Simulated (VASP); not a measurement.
WS2: relaxation of cell and atoms with PBE+D3(BJ)

The system is WS2.

```xyz
6
Lattice="3.1551 0.0000 0.0000 -1.5775 2.7324 0.0000 0.0000 0.0000 12.1414" Properties=species:S:1:pos:R:3 pbc="T T T"
W     0.0000    1.8216    3.0353
W     1.5775    0.9108    9.1060
S     0.0000    1.8216    7.5315
S     1.5775    0.9108    1.4608
S     0.0000    1.8216   10.6806
S     1.5775    0.9108    4.6099
```

- Program: VASP 6.6.1
- Task: relaxation of cell and atoms
- Functional: PBE
- Dispersion: D3(BJ)
- Potentials or basis: VASP PAW PBE potentials, release 64 (W_sv, S)
- Cutoff: 600 eV
- k mesh: 12 × 12 × 3
- Occupations: gaussian, width 0.03 eV
- Spin: no spin polarisation
- Further INCAR settings: ALGO = Normal; EDIFF = 1e-07; IBRION = 2; EDIFFG = -0.005; NSW = 90; ISIF = 3

```
Relaxed volume                         : 17.44 Å³/atom
Relaxed cell                           : a = 3.154 Å, b = 3.154 Å, c = 12.142 Å, α = 90.00°, β = 90.00°, γ = 120.00°
Space group after relaxing (to 0.05 Å) : P6_3/mmc (No. 194)
Energy gained by relaxing              : 0.0 meV/atom
Ionic steps                            : 6
Pressure after relaxing                : 0.0 GPa
Band gap on the k mesh                 : 0.91 eV, indirect (least direct gap 1.83 eV)
Dispersion energy per atom             : -0.435 eV
```

Final structure:
```
CELL_PARAMETERS angstrom
3.15410 0.00000 0.00000
-1.57705 2.73153 0.00000
0.00000 0.00000 12.14229
ATOMIC_POSITIONS crystal
W 0.33333 0.66667 0.25000
W 0.66667 0.33333 0.75000
S 0.33333 0.66667 0.62030
S 0.66667 0.33333 0.12030
S 0.33333 0.66667 0.87970
S 0.66667 0.33333 0.37970
```

Levels at points of the mesh, in eV from the valence-band top:
```csv
k point,band 22,band 23,band 24,band 25,band 26,band 27,band 28,band 29,band 30,band 31
"(0.00, 0.00, 0.00)",-2.20,-2.20,-1.42,-1.28,0.00,2.26,2.27,2.28,2.28,2.28
"(0.50, 0.00, 0.00)",-2.80,-2.03,-1.78,-1.78,-1.56,2.29,2.34,2.55,2.88,3.07
```

It took 2.9 min on 2 MPI ranks on AMD EPYC 9R45 (Zen 5), with other jobs on the host, peak memory 0.31 GiB a rank.

Caveat: spin-orbit coupling is left out, which moves the levels of the heavy elements; an odd mesh through Γ misses points on the zone boundary, where band edges often lie.
